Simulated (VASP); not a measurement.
# TiO2 (P1) in VASP: reference runs

Reference runs on TiO2: the cell as given.

The COD entry that gives the cell may itself be a prediction, so a difference from it is no test against experiment.

Everything below comes from runs of VASP 6.6.1. Logs are shortened: lines on timing, memory, paths and dates and some standing lists are left out, and cuts for length are marked.

### Step 1. The cell of the first run

The typed cell holds 9 atoms: a = 5.307 Å, b = 5.657 Å, c = 6.107 Å, α = 88.20°, β = 91.02°, γ = 121.22°.

The cell comes from a database or a generator and needn't be the stable form of this composition.

### Step 2. Single point, PBE

Contents of INCAR:

```
ALGO = Normal ; EDIFF = 1E-7
ENCUT = 520 ; GGA = PE
ISIF = 2 ; ISMEAR = -1
LASPH = T ; LCHARG = F
LREAL = F ; LWAVE = F
NBANDS = 46 ; NELM = 100
PREC = Accurate ; SIGMA = 0.05
```

Contents of KPOINTS:

```
k-points
0
Gamma
  6 6 5
```

Contents of POSCAR:

```
TiO2
1.0
    5.3049743200     -0.1564652600     -0.0461272000
   -2.7879900600      4.9218270000      0.0859328100
   -0.0534678000      0.0841477600      6.1058857100
Ti O
3 6
Direct
    0.4487013300      0.9948786500      0.3298353100
    0.0072116800      0.4579482900      0.6640610400
    0.5407189200      0.5417880500      0.9984839900
    0.4051578700      0.2994638000      0.2026395300
    0.6992494200      0.1050476900      0.5597218000
    0.9078825300      0.6116412400      0.8905135300
    0.2979333400      0.4137664700      0.7743565600
    0.0982321900      0.6826446500      0.4527687100
    0.5949127200      0.8928211600      0.1276195200
```

Potentials or basis: VASP PAW PBE potentials, release 64 (Ti_sv, O).

Started as:

```
$ cat potpaw_PBE.64/Ti_sv/POTCAR potpaw_PBE.64/O/POTCAR > POTCAR
$ mpirun -np 1 vasp_std > vasp.out
```

OUTCAR:

```text
EDIFF = 1E-7
   ENCUT = 520
   GGA = PE
   ISIF = 2
   ISMEAR = -1
   LASPH = T
   LREAL = F
   NELM = 100
   PREC = Accurate

 ion  position               nearest neighbor table
   1  0.449  0.995  0.330-   9 1.73   5 1.80   8 1.92   4 1.99
   2  0.007  0.458  0.664-   8 1.67   7 1.80   6 1.88   5 1.93
   3  0.541  0.542  0.998-   4 1.69   7 1.76   6 1.90   9 2.04
   4  0.405  0.299  0.203-   3 1.69   1 1.99
   5  0.699  0.105  0.560-   1 1.80   2 1.93
   6  0.908  0.612  0.891-   2 1.88   3 1.90
   7  0.298  0.414  0.774-   3 1.76   2 1.80
   8  0.098  0.683  0.453-   2 1.67   1 1.92
   9  0.595  0.893  0.128-   1 1.73   3 2.04

  LATTYP: Found a triclinic cell.
 ALAT       =     5.6572655975
 B/A-ratio  =     0.9526483323
 C/A-ratio  =     1.0794436801
 COS(alpha) =     0.0154799291
 COS(beta)  =     0.0314909356
 COS(gamma) =     0.5392201242

  Lattice vectors:

 A1 = (   2.7879900600,  -4.9218270000,  -0.0859328100)
 A2 = (  -2.5169842600,  -4.7653617400,  -0.0398056100)
 A3 = (   0.0534678000,  -0.0841477600,  -6.1058857100)

Analysis of symmetry for initial positions (statically):
=====================================================================
 Subroutine PRICEL returns:
 Original cell was already a primitive cell.

 Routine SETGRP: Setting up the symmetry group for a
 triclinic supercell.

 Subroutine GETGRP returns: Found  1 space group operations
 (whereof  1 operations were pure point group operations)
 out of a pool of  2 trial point group operations.

The static configuration has the point symmetry C_1 .

Analysis of symmetry for dynamics (positions and initial velocities):
=====================================================================
 Subroutine PRICEL returns:
 Original cell was already a primitive cell.

 Routine SETGRP: Setting up the symmetry group for a
 triclinic supercell.

 Subroutine GETGRP returns: Found  1 space group operations
 (whereof  1 operations were pure point group operations)
 out of a pool of  2 trial point group operations.

The dynamic configuration has the point symmetry C_1 .

 Subroutine INISYM returns: Found  1 space group operations
 (whereof  1 operations are pure point group operations),
 and found     1 'primitive' translations

----------------------------------------------------------------------------------------

[... 111 lines left out ...]
   NFREE  =      0    steps in history (QN), initial steepest desc. (CG)
   ISIF   =      2    stress and relaxation
   ISYM   =      2    0-nonsym 1-usesym 2-fastsym
   POTIM  = 0.5000    time-step for ionic-motion
   TEBEG  =    0.0;   TEEND  =   0.0 temperature during run
   PSTRESS=    0.0 pullay stress
   NELECT =      72.0000    total number of electrons
   NUPDOWN=      -1.0000    fix difference up-down
   EMIN   =  10.00;   EMAX   =-10.00  energy-range for DOS
   EFERMI =   0.00;   METHOD = LEGACY
   ISMEAR =    -1;   SIGMA  =   0.05  broadening in eV -4-tet -1-fermi 0-gaus
   EFERMI_NEDOS =   21; number of points for ismear=-14 and -15
   IALGO  =     38    algorithm
   IMIX   =      4    mixing-type and parameters
     AMIX     =   0.40;   BMIX     =  1.00
     AMIX_MAG =   1.60;   BMIX_MAG =  1.00
  volume/ion in A,a.u.               =      17.41       117.51
  Fermi-wavevector in a.u.,A,eV,Ry     =   1.263207  2.387115 21.710711  1.595692
  Thomas-Fermi vector in A             =   2.396576
   LORBIT       =      0    0 simple, 1 ext, 2 COOP (PROOUT), +10 PAW based schemes
   GGA     = PE    functional components
   LHFCALC =     F    Hartree Fock is set to
   AEXX    =    0.0000 exact exchange contribution
   IVDW    =     0    specifies the selected vdW correction
   LEPSILON=     F    determine dielectric tensor
   LRPA    =     F    only Hartree local field effects (RPA)
 non-spin polarized calculation
  energy-cutoff  :      520.00
  volume of cell :      156.72
 maximum number of plane-waves:      4256
   NGX = 19   NGY = 21   NGZ = 23

 number of electron      71.9999992 magnetization

 Free energy of the ion-electron system (eV)
  ---------------------------------------------------
  ext. energy  EPLUGINS =         0.00000000
  ---------------------------------------------------
  free energy    TOTEN  =       -79.26841889 eV

  energy without entropy =      -79.26841889  energy(sigma->0) =      -79.26841889

 E-fermi :   0.5866     XC(G=0):  -8.3119

 val. band max:       -0.5115114646   @ k =   0.0000   0.5000   0.0000
 cond. band min:       2.9682578676   @ k =   0.0000   0.0000   0.0000
 fundamental gap:      3.4797693322
 Fermi energy:         0.5866295211

 k-point     1 :       0.0000    0.0000    0.0000
  band No.  band energies     occupation
      1     -56.1903      2.00000
      2     -55.9786      2.00000
      3     -55.8761      2.00000
      4     -32.5965      2.00000
      5     -32.5487      2.00000
      6     -32.5396      2.00000
[... 1165 lines left out ...]
     45       5.1231      0.00000
     46       5.4458      0.00000

 [... further k-points ...]

------------------------ aborting loop because EDIFF is reached ----------------------------------------

  FORCE on cell =-STRESS in cart. coord.  units (eV):
  Direction    XX          YY          ZZ          XY          YZ          ZX
  --------------------------------------------------------------------------------------
  -------------------------------------------------------------------------------------
  Total       -0.6671259     -0.7903021      4.8977125      1.1793060     -5.4878134      2.7152541
  in kB       -6.8200116     -8.0792382     50.0691920     12.0560160    -56.1017787     27.7579745
  external PRESSURE =      11.7233141 kB  Pullay stress =       0.0000000 kB

 VOLUME and BASIS-vectors are now :
 -----------------------------------------------------------------------------
  energy-cutoff  :      520.00
  volume of cell :      156.72
      direct lattice vectors                 reciprocal lattice vectors
     5.304974320 -0.156465260 -0.046127200     0.191706668  0.108589885  0.000182208
    -2.787990060  4.921827000  0.085932810     0.006071070  0.206664367 -0.002794965
    -0.053467800  0.084147760  6.105885710     0.001362814 -0.002088199  0.163817115

 POSITION                                       TOTAL-FORCE (eV/Angst)
 -----------------------------------------------------------------------------------
     -0.41100      4.85417      2.07873        -0.824930      0.624293      0.490043
     -1.27400      2.30869      4.09370        -1.747251     -2.754659      2.849003
      1.30461      2.66600      6.11824         1.740375      3.762902     -0.610212
      1.30362      1.42757      1.24434         0.719373     -2.686696      2.279840
      3.38670      0.45472      3.39437        -0.103081      0.933321     -0.063672
      3.06343      2.94328      5.44806        -0.803372     -0.891859     -0.029316
      0.38555      2.05503      4.74995         0.018764     -0.331328     -0.861055
     -1.40630      3.38259      2.81868         0.379659      2.802597     -3.153862
      0.66000      4.31197      0.82851         0.620464     -1.458572     -0.900769
 -----------------------------------------------------------------------------------
    total drift:                               -0.000995     -0.000138      0.000241

  FREE ENERGIE OF THE ION-ELECTRON SYSTEM (eV)
  ---------------------------------------------------
  free  energy   TOTEN  =       -79.2684188901 eV

  energy  without entropy=      -79.2684188900  energy(sigma->0) =      -79.26841889
```

stdout:

```text
POSCAR found type information on POSCAR TiO
 POSCAR found :  2 types and       9 ions
 scaLAPACK will be used
 LDA part: xc-table for (Slater+PW92), standard interpolation
 POSCAR, INCAR and KPOINTS ok, starting setup
 FFT: planning ... GRIDC
 FFT: planning ... GRID_SOFT
 FFT: planning ... GRID
 WAVECAR not read
 entering main loop
```

Run time: 9.5 min. Hardware: 1 thread of AMD EPYC 9R45 (Zen 5), shared host; peak memory 0.56 GiB.

What came out:

```
Free energy            : -79.2684 eV
Pressure               : 1.2 GPa
Largest force          : 4.331 eV/Å
Band gap on the k mesh : 3.48 eV, indirect (least direct gap 3.58 eV)
```

Forces on the atoms (eV/Å):
```
Ti  -0.825  0.624  0.490
Ti  -1.747 -2.755  2.849
Ti   1.740  3.763 -0.610
O    0.719 -2.687  2.280
O   -0.103  0.933 -0.064
O   -0.803 -0.892 -0.029
O    0.019 -0.331 -0.861
O    0.380  2.803 -3.154
O    0.620 -1.459 -0.901
```

Stress tensor (GPa, compression positive):
```
-0.68  1.21  2.78
 1.21 -0.81 -5.61
 2.78 -5.61  5.01
```

Levels at points of the mesh, in eV from the valence-band top:
```tsv
k point	band 34	band 35	band 36	band 37	band 38	band 39
(0.00, 0.00, 0.00)	-0.54	-0.38	-0.15	3.48	3.80	4.08
(0.50, 0.00, 0.00)	-0.64	-0.27	-0.14	3.57	3.64	4.08
(0.00, 0.50, 0.00)	-0.66	-0.34	0.00	3.62	3.72	3.92
(0.50, 0.50, 0.00)	-0.63	-0.35	-0.05	3.55	3.62	4.05
```

Caveat: an odd mesh through Γ misses points on the zone boundary, where band edges often lie; forces of over 1 eV/Å show positions far from the minimum, so gaps and moduli don't describe the material at rest.
